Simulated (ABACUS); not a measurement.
Runs of ABACUS 3.10.1 on Mg. It takes space group P6_3/mmc (No. 194, hexagonal). Conventional cell: a = 3.209 Å, b = 3.209 Å, c = 5.210 Å, α = 90.00°, β = 90.00°, γ = 120.00°. Mg (site symmetry -6m2) is surrounded by 12 Mg at 3.20 to 3.21 Å. 

| task | level | potentials or basis | k mesh | cutoff (eV) | SCF threshold on the density | eigensolver | symmetry key | orbital files | path | gap on the mesh (eV) | pressure (GPa) | V0 of scaled cells (Å³/atom) | B0 (GPa) |
| --- | --- | --- | --- | --- | --- | --- | --- | --- | --- | --- | --- | --- | --- |
| equation of state | PBE | PseudoDojo NC SR 0.4.1 PBE standard, plane waves | 10 × 10 × 5 | 1143 | 1e-08 | dav | 1 | - | - | - | - | 23.04 | 36 |
| equation of state | PBE | PseudoDojo NC SR 0.4.1 PBE standard, DZP LCAO (the cutoffs set its grid) | 10 × 10 × 5 | 1361 | 1e-07 | genelpa | 1 | Mg Mg_confined-atom_8au_3s2p1d.orb | - | - | - | (a) | 38 |
| single point | PBE | PseudoDojo NC SR 0.4.1 PBE standard, DZP LCAO (the cutoffs set its grid) | 10 × 10 × 5 | 1361 | 1e-07 | genelpa | 1 | Mg Mg_confined-atom_8au_3s2p1d.orb | - | none | -0.1 | - | - |
| equation of state | r2SCAN | SG15 ONCV 1.2 PBE, DZP LCAO (the cutoffs set its grid) | 7 × 7 × 4 | 1361 | 1e-07 | genelpa | 1 | Mg Mg_confined-atom_8au_3s2p1d.orb | - | - | - | 23.35 | (b) |
| single point | PBE | PseudoDojo NC SR 0.4.1 PBE standard, plane waves | 10 × 10 × 5 | 1143 | 1e-08 | dav | 1 | - | - | none | -0.3 | - | - |
| single point | PBEsol | SPMS ONCV 1.0 PBE, plane waves | 8 × 8 × 4 | 1143 | 1e-08 | dav | 1 | - | - | none | -0.9 | - | - |

Alike in all rows: no spin polarisation; cell as given; smearing fermi-dirac 0.05 eV.

Problem. Estimate the missing entries.

Solution. (a) 23.19; (b) 43.

Caveats: the cell was scaled at fixed shape and fractional positions, which overstates the stiffness of a crystal with free parameters, most of all of layers and chains (some runs); the atomic orbitals were generated for these runs and aren't a published set (some runs); the basis of atomic orbitals isn't converged, which shifts pressures, moduli and gaps (some runs); the potentials were made for another functional, which shifts forces and pressure (some runs).

A k mesh can miss the band edges.

A gap of «none» marks a metal or a gap under the smearing width.

Not every run made on this cell is shown here.
